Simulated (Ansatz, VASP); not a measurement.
**One calculation of BAs, two programs**

File INCAR:

```
SYSTEM = BAs
ALGO = Normal ; EDIFF = 1E-6
EDIFFG = -0.01 ; ENCUT = 600
GGA = PE ; IBRION = 2
ISIF = 3 ; ISMEAR = 0
LASPH = .TRUE. ; LCHARG = .FALSE.
LREAL = .FALSE. ; LWAVE = .FALSE.
NELM = 60 ; NSW = 100
PREC = Accurate ; SIGMA = 0.1
```

Contents of KPOINTS:

```
k-points
0
G
  20 20 20
  0 0 0
```

The input POSCAR:

```
BAs
1.0
    0.0000000000      2.3080334413      2.3080334413
    2.3080334413      0.0000000000      2.3080334413
    2.3080334413      2.3080334413      0.0000000000
B As
1 1
Direct
    0.0000000000      0.0000000000      0.0000000000
    0.5000000000      0.5000000000      0.5000000000
```

Input for Ansatz:

```yaml
crystal:
  lattice:
    - [0.0, 2.3080334413, 2.3080334413]
    - [2.3080334413, 0.0, 2.3080334413]
    - [2.3080334413, 2.3080334413, 0.0]
  atoms:
    - { symbol: B, position: [0.0, 0.0, 0.0] }
    - { symbol: As, position: [0.5, 0.5, 0.5] }
basis:
  ecutwfc: 420
kpoints:
  mp_grid: { grid: [20, 20, 20] }
hamiltonian:
  xc: pbe
scf:
  occupations: { method: gaussian, width: 0.1 }
output:
  forces: true
  stress: true
  eigenvalues: true
  write_density: true
  write_potential: true
  elf: true
  volumetric_format: npy
relax:
  adjacent_minimum: "off"
  f_tol: 0.01
  max_steps: 80
  cell: { stress_tol: 0.05 }
```

Change from the starting cell: species swapped into the YAs type (Fm-3m, No. 225).

Alike in both runs: task relaxation of cell and atoms; functional PBE; k mesh 20 × 20 × 20; occupations gaussian, width 0.1 eV; no spin polarisation.

|  | VASP | Ansatz |
| --- | --- | --- |
| version | VASP 6.6.1 | Ansatz 0.2.0 |
| potentials or method | VASP PAW PBE potentials, release 64 (B, As) | scalar-relativistic, plane waves, PAW |
| plane-wave cutoff (eV) | 600 | 420 |
| valence electrons in the cell | 8 | 18 |

VASP gave:

* gap on the k mesh at the Fermi level, each at its own relaxed structure (eV): none
* relaxed volume (Å³/atom): 12.29
* relaxed cell length with the largest relative difference (Å): 3.264

Which values does Ansatz return?

gap on the k mesh at the Fermi level, each at its own relaxed structure (eV): none; relaxed volume (Å³/atom): 12.28; relaxed cell length with the largest relative difference (Å): 3.262.

A gap of «none» marks a metal or a gap that the smearing closes. The two sets of potentials don't hold the same shells in valence.

Caveats: the relaxation stopped at its first step, so nothing moved.
